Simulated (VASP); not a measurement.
A run of VASP 6.6.1:

The input INCAR:

```
SYSTEM = Li
ALGO = Normal
EDIFF = 1E-7
ENCUT = 520
GGA = CA
ISIF = 2
ISMEAR = 1
LASPH = .TRUE.
LCHARG = .FALSE.
LREAL = .FALSE.
LWAVE = .FALSE.
NBANDS = 12
NELM = 100
PREC = Accurate
SIGMA = 0.1
```

Contents of KPOINTS:

```
k-points
0
G
  10 10 10
  0 0 0
```

Contents of POSCAR:

```
Li
1.0
    1.5505000000      0.8951800000      7.5883000000
   -1.5505000000      0.8951800000      7.5883000000
    0.0000000000     -1.7903600000      7.5883000000
Li
3
Direct
    0.0000000000      0.0000000000      0.0000000000
    0.2220000000      0.2220000000      0.2220000000
    0.7780000000      0.7780000000      0.7780000000
```

Potentials or basis: VASP PAW LDA potentials, release 64 (Li_sv).

The run is started by

```console
$ cat potpaw_LDA.64/Li_sv/POTCAR > POTCAR
$ mpirun -np 1 vasp_std > vasp.out
```

Hardware: 1 thread of Intel(R) Xeon(R) Platinum 8375C CPU @ 2.90GHz (Ice Lake), on a shared host.

Q: Estimate the wall time of this run.

A: It took 8.9 min on 1 thread of Intel(R) Xeon(R) Platinum 8375C CPU @ 2.90GHz (Ice Lake), on a shared host, peak memory 0.35 GiB. Counts: scf iterations 11, k points 116.
